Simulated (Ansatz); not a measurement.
Input of an Ansatz 0.2.0 run:

File input.yaml:

```yaml
crystal:
  lattice:
    - [0.0, 3.059, 3.059]
    - [3.059, 0.0, 3.059]
    - [3.059, 3.059, 0.0]
  atoms:
    - { symbol: Sb, position: [0.75, 0.75, 0.75] }
    - { symbol: Ga, position: [0.0, 0.0, 0.0] }
hamiltonian:
  xc: r2scan
  pseudopotentials: { kind: paw }
kpoints:
  mp_grid: { grid: [8, 8, 8] }
  band_path:
    path:
      - [[0.0, 0.0, 0.0], [0.5, 0.0, 0.5], [0.5, 0.25, 0.75], [0.375, 0.375, 0.75], [0.0, 0.0, 0.0], [0.5, 0.5, 0.5], [0.625, 0.25, 0.625], [0.5, 0.25, 0.75], [0.5, 0.5, 0.5], [0.375, 0.375, 0.75]]
      - [[0.625, 0.25, 0.625], [0.5, 0.0, 0.5]]
    npoints: 14
scf:
  occupations: { method: fermi_dirac, width: 0.05 }
  n_extra_bands: 6
output:
  forces: true
  stress: true
  eigenvalues: true
  fatbands: true
```

Potentials or basis: Ansatz PAW.

The run is started by

```sh
$ ansatz run input.yaml --threads 2 --pin off --max-ram 5632MiB --backend cpu --events-out ev --progress --plain --runs-dir out
```

Q: What does it give for the band gap along the path?

A: 0.47 eV, direct.

Q: What does it give for the band gap on the k mesh?

A: 0.47 eV, direct.

Levels at the corners of the path, in eV from the valence-band top:
| point | band 10 | band 11 | band 12 | band 13 | band 14 | band 15 | band 16 | band 17 | band 18 | band 19 |
| --- | --- | --- | --- | --- | --- | --- | --- | --- | --- | --- |
| Γ | -15.42 | -11.93 | 0.00 | 0.00 | 0.00 | 0.47 | 2.99 | 2.99 | 2.99 | 6.37 |
| X | -15.42 | -9.32 | -7.03 | -2.69 | -2.69 | 1.13 | 1.49 | 9.31 | 9.31 | 10.83 |
| W | -15.42 | -9.27 | -6.89 | -3.47 | -3.24 | 4.03 | 4.63 | 4.83 | 5.11 | 10.62 |
| K | -15.42 | -9.39 | -6.84 | -3.74 | -2.29 | 1.65 | 4.21 | 7.12 | 7.28 | 8.07 |
| Γ | -15.42 | -11.93 | 0.00 | 0.00 | 0.00 | 0.47 | 2.99 | 2.99 | 2.99 | 6.37 |
| L | -15.42 | -10.20 | -6.57 | -1.21 | -1.21 | 0.70 | 4.03 | 4.03 | 6.94 | 10.00 |
| U | -15.42 | -9.39 | -6.84 | -3.74 | -2.29 | 1.65 | 4.21 | 7.12 | 7.28 | 8.07 |
| W | -15.42 | -9.27 | -6.89 | -3.47 | -3.24 | 4.03 | 4.63 | 4.83 | 5.11 | 10.62 |
| L | -15.42 | -10.20 | -6.57 | -1.21 | -1.21 | 0.70 | 4.03 | 4.03 | 6.94 | 10.00 |
| K | -15.42 | -9.39 | -6.84 | -3.74 | -2.29 | 1.65 | 4.21 | 7.12 | 7.28 | 8.07 |
| U | -15.42 | -9.39 | -6.84 | -3.74 | -2.29 | 1.65 | 4.21 | 7.12 | 7.28 | 8.07 |
| X | -15.42 | -9.32 | -7.03 | -2.69 | -2.69 | 1.13 | 1.49 | 9.31 | 9.31 | 10.83 |

Caveat: spin-orbit coupling is left out, which moves the levels of the heavy elements.

**Experimental background.**

A printed reference work, data compilation reports, for a bulk crystal of GaSb at 4.2 K: band gap 0.811 eV (direct).

A measured gap of GaSb is 0.811 eV (direct; 4.2 K; a printed reference work, data compilation); the calculated 0.47 eV misses it by -0.35 eV. Spin-orbit coupling on Ga, Sb is left out. The value is that of r2SCAN, without temperature or zero-point motion.
